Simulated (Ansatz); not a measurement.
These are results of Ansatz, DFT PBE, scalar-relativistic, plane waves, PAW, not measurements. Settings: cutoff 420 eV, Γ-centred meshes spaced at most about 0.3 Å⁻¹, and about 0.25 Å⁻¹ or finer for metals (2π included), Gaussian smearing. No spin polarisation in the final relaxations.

All energies are static (0 K, no zero-point motion).

Two forms of Ca4B3 were relaxed alike.

1.

```yaml
crystal:
  lattice:
    - [4.40169, 0.00000, 0.00000]
    - [0.00000, 4.40169, 0.00000]
    - [0.00000, 0.00000, 8.26563]
  atoms:
    - { symbol: Ca, position: [0.50000, 0.50000, 0.33906] }
    - { symbol: Ca, position: [0.00000, 0.00000, 0.07283] }
    - { symbol: Ca, position: [0.50000, 0.00000, 0.74299] }
    - { symbol: Ca, position: [0.00000, 0.50000, 0.74299] }
    - { symbol: B, position: [0.50000, 0.50000, 0.95670] }
    - { symbol: B, position: [0.00000, 0.00000, 0.57405] }
    - { symbol: B, position: [0.00000, 0.00000, 0.38860] }
```

2.

```yaml
crystal:
  lattice:
    - [4.52039, 0.00000, 0.00000]
    - [-0.04991, 5.22681, 0.00000]
    - [-0.95921, -2.11357, 6.75091]
  atoms:
    - { symbol: Ca, position: [0.59062, 0.50113, 0.28859] }
    - { symbol: Ca, position: [0.10937, 0.91530, 0.17008] }
    - { symbol: Ca, position: [0.02902, 0.48207, 0.70825] }
    - { symbol: Ca, position: [0.52036, 0.02888, 0.76402] }
    - { symbol: B, position: [0.56979, 0.61605, 0.94172] }
    - { symbol: B, position: [0.95935, 0.90372, 0.52326] }
    - { symbol: B, position: [0.72149, 0.05285, 0.42129] }
```

Question: Which form is favoured at zero pressure, and by what margin per atom?

Answer: Cell 2 is lower, by 95 meV/atom. Cell 1 has space group P4mm (No. 99), 22.9 Å³/atom and no gap on its mesh; cell 2 has space group P1 (No. 1), 22.8 Å³/atom and no gap. Counting B atoms around Ca (those within 1.25 times the shortest such distance or 1.15 times the sum of covalent radii, 1.27 where that leaves under three; a plus sign parts nearer from farther groups; the shortest distance is added where it exceeds 1.18 times the sum of covalent radii; a slash parts the counts of unlike sites), cell 1 has Ca 4/1+4/5+4 from 3.1 Å and cell 2 has Ca 4/5. Cell 1 and cell 2 both hold B–B pairs. Even the lower one lies +0.32 eV/atom against the reference forms of the elements (uncorrected), so neither is stable at this level. Both come from invented guesses.

A magnetic state wasn't ruled out in cells without spin, among them P4mm, P1. Cells relaxed within their symmetry can be saddle points. The P1 cell of Ca4B3 came from shaking the P4mm one.
